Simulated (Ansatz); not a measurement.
## SnO$_{2}$: what symmetry allows forces and stress to be

```
Sn O
1.0
     1.62213    0.93653    4.89750
    -1.61584    0.96888    4.88910
     0.03115   -1.88381    4.88910
Sn O
1 2
Direct
  0.50000 0.50000 0.50000
  0.17595 0.25690 0.25690
  0.82405 0.74310 0.74310
```

All numbers below come from DFT PBE, scalar-relativistic, plane waves, PAW (Ansatz 0.2.0).

Plane waves to 420 eV, a k mesh through Γ of 12×12×12 on the computed 3-atom cell and Gaussian smearing (0.02 eV); no spin polarisation.

This distorted cell has space group C2/m, with 4 operations.

Question: Without a calculation: in which directions can each atom feel a force?

Answer: A force must be left unchanged by every operation that keeps its atom in place, so it lies in the space that those operations leave fixed. Atoms that the group maps onto each other feel forces of one size.
```tsv
atom	site symmetry	operations at the site	equivalent to atom	allowed force (Cartesian)
Sn1	2/m	4	1	none
O2	m	2	2	in the plane normal to (-0.50, 0.87, 0.00)
O3	m	2	2	in the plane normal to (-0.50, 0.87, 0.00)
```

That leaves 2 independent force components of 9. A relaxation in this cell that keeps the symmetry moves the atoms in these directions alone.

Question: And the stress tensor?

Answer: It must be invariant under the point group, which leaves 4 independent components. Linear relations between components hold in this frame.

Question: Do the computed values obey this?

Answer: Yes. Forces (eV/Å):
```
Sn1  0.000  0.000  0.000
O2   1.899  1.096  1.501
O3  -1.899 -1.096 -1.501
```

Stress (GPa, compression positive, xx yy zz yz xz xy): 8.89 4.69 9.82 7.07 12.25 3.64. The program imposes the same operations on density, forces and stress, so this confirms the analysis and is no independent test of the calculation.

The cell holds layers, and where no dispersion correction was added their binding is poorly described.

This form isn't the usual stable structure of the compound.